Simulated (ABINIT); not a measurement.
The system is PtSe2 (Sudovikovite).

```
Pt Se
1.0
     3.72400    0.00000    0.00000
    -1.86200    3.22508    0.00000
     0.00000    0.00000    5.06200
Pt Se
1 2
Direct
  0.00000 0.00000 0.00000
  0.66667 0.33333 0.75000
  0.33333 0.66667 0.25000
```

Base run:

```yaml
Program: ABINIT 10.8.3 (patched build)
Functional: revPBE
Potentials_or_basis: JTH PAW PBE v2.0
Cutoff: 517 eV
k_mesh: 8 × 8 × 5
Occupations: fermi-dirac, width 0.05 eV
Spin: no spin polarisation
```

Its results: band gap on the k mesh none (metal or under the smearing width); pressure 9.6 GPa; largest force 0.721 eV/Å.

After a change of settings the same cell gave: band gap on the k mesh none (metal or under the smearing width); pressure 3.4 GPa; largest force 0.538 eV/Å. Which change was it?
A. functional from revPBE to WC
B. functional from revPBE to AM05
C. functional from revPBE to PBE
D. functional from revPBE to LDA

A.

WC binds more tightly than revPBE, so the same cell stands under less pressure.

Caveats: the PAW data sets were made with another functional, which shifts forces and pressure a little; the atomic spheres overlap.
